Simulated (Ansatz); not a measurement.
The cell was built from the zincblende type and relaxed in the same program, and has space group F-43m; it needn't be a known or the stable phase.

A run on BN: DFT, PBE, all-electron LAPW, scalar-relativistic (Ansatz 0.2.0). The input:

```yaml
crystal:
  lattice:
    - [0.0, 1.8123531719, 1.8123531719]
    - [1.8123531719, 0.0, 1.8123531719]
    - [1.8123531719, 1.8123531719, 0.0]
  atoms:
    - { symbol: B, position: [0.0, 0.0, 0.0] }
    - { symbol: "N", position: [0.25, 0.25, 0.25] }
kpoints:
  mp_grid: { grid: [16, 16, 16] }
scf:
  occupations: { method: fermi_dirac, width: 0.03 }
hamiltonian:
  xc: pbe
  pseudopotentials:
    kind: all_electron
    lapw: { basis_error: 0.00025, muffin_tin_radii: { B: 0.812, "N": 0.812 } }
output:
  forces: true
  stress: true
  eigenvalues: true
```

**Question.** Did this run give a result to trust?

**Answer.** No. The program refused the input. The typed spheres overlap: twice 0.812 Å exceeds the shortest distance, 1.570 Å; smaller radii, or none typed, cure it. It says:
```
Error: `kind: all_electron` solves this crystal on LAPW (the input types lapw, or this build lists no dataset of some species for it), and no LAPW basis is found for it: the given muffin-tin radii of B and N, or the smallest supported ones, add up to 1.624 Å, and 1.570 Å are free between these atoms; give smaller radii, or leave one out; where each species has a listed dataset, leave lapw and dirac_shells out and run without spin–orbit coupling, or set another kind (and leave the keys of all_electron out)
```
 The same cell converged in the base run, which differs by not having this change: all sphere radii typed as 0.812 A.
